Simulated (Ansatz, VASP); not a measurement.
# Two plane-wave programs on CdSe

```xyz
2
Lattice="0.0000 2.8401 2.8401 2.8401 0.0000 2.8401 2.8401 2.8401 0.0000" Properties=species:S:1:pos:R:3 pbc="T T T"
Cd    0.0000    0.0000    0.0000
Se    2.8401    2.8401    2.8401
```

Change from the starting cell: volume scaled by 0.97, PAW files.

Alike in both runs: task electric field gradients; functional PBE; k mesh 12 × 12 × 12; occupations fermi-dirac, width 0.03 eV; no spin polarisation.

|  | VASP | Ansatz |
| --- | --- | --- |
| version | VASP 6.6.1 | Ansatz 0.2.0 |
| potentials or method | VASP PAW PBE potentials, release 64 (Cd, Se) | PAW with Ansatz's default frozen-core files, scalar-relativistic |
| plane-wave cutoff (eV) | 520 | 420 |
| valence electrons in the cell | 18 | 36 |

|  | VASP | Ansatz | Ansatz less VASP |
| --- | --- | --- | --- |
| pressure (GPa) | 2.3 | 1.9 | -0.38 |
| Vzz of the field gradient on the site that differs most (V/Å²) | 0.0 | 0.0 | 0.00 |

The two sets of potentials don't hold the same shells in valence. Ansatz warned: «gradients_without_spin_orbit».
